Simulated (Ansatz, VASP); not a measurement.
One calculation of IrO2 (lda), two programs

File INCAR:

```
SYSTEM = IrO2
ALGO = Normal
EDIFF = 1E-6
EDIFFG = -0.05
ENCUT = 600
GGA = CA
IBRION = 2
ISIF = 3
ISMEAR = 0
LASPH = .TRUE.
LCHARG = .FALSE.
LREAL = .FALSE.
LWAVE = .FALSE.
NELM = 100
NSW = 100
PREC = Accurate
SIGMA = 0.1
```

The input KPOINTS:

```
k-points
0
G
  4 4 6
  0 0 0
```

POSCAR

```
IrO2
1.0
    4.5051000000      0.0000000000      0.0000000000
    0.0000000000      4.5051000000      0.0000000000
    0.0000000000      0.0000000000      3.1586000000
Ir O
2 4
Direct
    0.0000000000      0.0000000000      0.0000000000
    0.5000000000      0.5000000000      0.5000000000
    0.3077000000      0.3077000000      0.0000000000
    0.1923000000      0.8077000000      0.5000000000
    0.6923000000      0.6923000000      0.0000000000
    0.8077000000      0.1923000000      0.5000000000
```

Input for Ansatz:

```yaml
crystal:
  lattice:
    - [4.5051, 0.0, 0.0]
    - [0.0, 4.5051, 0.0]
    - [0.0, 0.0, 3.1586]
  atoms:
    - { symbol: Ir, position: [0.0, 0.0, 0.0] }
    - { symbol: Ir, position: [0.5, 0.5, 0.5] }
    - { symbol: O, position: [0.3077, 0.3077, 0.0] }
    - { symbol: O, position: [0.1923, 0.8077, 0.5] }
    - { symbol: O, position: [0.6923, 0.6923, 0.0] }
    - { symbol: O, position: [0.8077, 0.1923, 0.5] }
basis:
  ecutwfc: 420
kpoints:
  mp_grid: { grid: [4, 4, 6] }
hamiltonian:
  xc: lda
  pseudopotentials: { kind: paw, azcp: { folder: soft_1 } }
scf:
  occupations: { method: gaussian, width: 0.1 }
output:
  forces: true
  stress: true
  eigenvalues: true
relax:
  adjacent_minimum: "off"
  f_tol: 0.05
  max_steps: 80
  cell: { stress_tol: 0.5 }
```

Alike in both runs: task relaxation of cell and atoms; functional LDA; k mesh 4 × 4 × 6; occupations gaussian, width 0.1 eV; no spin polarisation.

|  | VASP | Ansatz |
| --- | --- | --- |
| version | VASP 6.6.1 | Ansatz 0.2.0 |
| potentials or method | VASP PAW LDA potentials, release 64 (Ir, O) | scalar-relativistic, plane waves, PAW |
| plane-wave cutoff (eV) | 600 | 420 |
| valence electrons in the cell | 42 | 58 |

Ansatz gave:

* gap on the k mesh at the Fermi level, each at its own relaxed structure (eV): none
* relaxed volume (Å³/atom): 10.28
* relaxed cell length with the largest relative difference (Å): 3.138
* energy change over the relaxation (meV/atom): -16

Problem. What did VASP give for the same quantities?

Solution. gap on the k mesh at the Fermi level, each at its own relaxed structure (eV): none; relaxed volume (Å³/atom): 10.39; relaxed cell length with the largest relative difference (Å): 3.151; energy change over the relaxation (meV/atom): -8.

A gap of «none» marks a metal or a gap that the smearing closes. The two sets of potentials don't hold the same shells in valence. Ansatz warned: «pseudo_functional_mismatch».

 LDA usually gives volumes a few per cent too small. Spin-orbit coupling is left out, which matters for the levels of Ir.
